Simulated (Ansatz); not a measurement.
## Stress against strain in C

```yaml
crystal:
  lattice:
    - [1.23000, 0.71014, 11.15000]
    - [-1.23000, 0.71014, 11.15000]
    - [0.00000, -1.42028, 11.15000]
  atoms:
    - { symbol: C, position: [0.05000, 0.05000, 0.05000] }
    - { symbol: C, position: [0.95000, 0.95000, 0.95000] }
    - { symbol: C, position: [0.28300, 0.28300, 0.28300] }
    - { symbol: C, position: [0.71700, 0.71700, 0.71700] }
```

Atoms are numbered in the order listed.

The conventional cell has a = 2.460 Å, b = 2.460 Å, c = 33.450 Å, α = 90.00°, β = 90.00°, γ = 120.00°. C (atom 1) has 3 C at 1.42 Å as nearest neighbours. C (atom 3) has 3 C at 1.42 Å as nearest neighbours.

The cell is COD entry 1000065, as deposited and not checked against the literature; nothing was relaxed.

Computed with DFT, PBEsol, all-electron LAPW, scalar-relativistic (Ansatz 0.2.0).

Sampling and basis: a Γ-centred 15×15×15 k mesh, Fermi–Dirac smearing of 0.08 eV, basis error target 1 meV/atom, no spin polarisation.

The strain is applied along the Cartesian axes of the cell as listed (the other components stay zero). Fractional coordinates are held (clamped ions).

σ is the change of stress from the unstrained cell, which is at -0.16 GPa; tension is positive, so slopes are stress–strain coefficients at that pressure. In a metal the k mesh adds noise.

Only quantities that a quadratic follows smoothly over the whole series are listed; rougher ones are left out.

```tsv
εzz	σzz (GPa)	σxx (GPa)
-0.0300	-0.32	0.04
-0.0200	-0.20	0.03
-0.0100	-0.09	0.01
0.0000	0.00	0.00
0.0200	0.15	-0.02
0.0300	0.21	-0.03
```

Task: Fit the series and read off the stiffness at zero strain.

Result: Least-squares fits y = p0 + p1 x + p2 x² to the rows give σzz (GPa): p1 = 8.8, p2 = -63; σxx (GPa): p1 = -1.18, p2 = 6.3. So C33 = 9 GPa and C13 = -1 GPa, for these axes.

Task: One run, at εzz = 0.0100, is withheld. Predict its row.

Result: The fits give 0.08, -0.01; the run gave 0.08, -0.01.
